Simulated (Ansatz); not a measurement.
RuO2 (rutile)

```
RuO2
1.0
    4.46614     0.00000     0.00000
    0.00000     4.46614     0.00000
    0.00000     0.00000     3.09186
Ru O
2 4
Direct
  0.00000   0.00000   0.00000
  0.50000   0.50000   0.50000
  0.30608   0.30608   0.00000
  0.80608   0.19392   0.50000
  0.19392   0.80608   0.50000
  0.69392   0.69392   0.00000
```

The slice is a (010) plane (indices of the conventional cell) through the point (0.500, 0.500, 0.500) (fractional), spanned by u = [001] and v = [100] in vectors of this cell: u (3.09 Å) and v (4.47 Å, at 90° to u). It covers one period; positions are fractions (u, v).

Calculation: PBEsol (plane waves to 420 eV, PAW, scalar-relativistic; Ansatz, a first-principles code). k mesh 11×11×15. These are valence fields of a PAW run, semicore shells included where kept as valence: close to a nucleus they are smooth pseudo fields. RuO2 is run without spin polarisation and with no Hubbard U. RuO2 was relaxed with its symmetry unable to fall.

Three fields on this plane, each scaled to ten steps between its own extremes (0 low, 9 high; the total valence density on a logarithmic scale, the potential cut 8 eV below its top; x marks points blanked near nuclei; v = 0 in the bottom row):

Map A
```
|xxxx8655568xxx|
|xxxx7666667xxx|
|xx98666666689x|
|88766666666678|
|65545566655455|
|44334455544334|
|22222333332222|
|11111122211111|
|00000000000000|
|00000000000000|
|00000000000000|
|11111122211111|
|22222333332222|
|44334455544334|
|65545566655455|
|88766666666678|
|xx98666666689x|
|xxxx7666667xxx|
|xxxx8655568xxx|
|xxxx9655569xxx|
```

Map B
```
|xxxx5211125xxx|
|xxxx3244423xxx|
|xx63247874236x|
|65323699963235|
|32223699963222|
|22112478742112|
|11001245421001|
|00000011100000|
|00000000000000|
|00000000000000|
|00000000000000|
|00000011100000|
|11001245421001|
|22112478742112|
|32223699963222|
|65323699963235|
|xx63247874236x|
|xxxx3244423xxx|
|xxxx5211125xxx|
|xxxx6211126xxx|
```

Map C
```
|xxxx0024200xxx|
|xxxx0023200xxx|
|xx00013431000x|
|00002345432000|
|00035556555300|
|45567777777655|
|77888998998887|
|99999999999999|
|99999999999999|
|99999999999999|
|99999999999999|
|99999999999999|
|77888998998887|
|45567777777655|
|00035556555300|
|00002345432000|
|xx00013431000x|
|xxxx0023200xxx|
|xxxx0024200xxx|
|xxxx0024200xxx|
```

Q: Assign the maps to these fields: electron localisation function (ELF); valence electron density; electrostatic potential energy of an electron, from the cell's mean.

A: A is the valence electron density; B is the electron localisation function (ELF); C is the electrostatic potential energy of an electron, from the cell's mean.
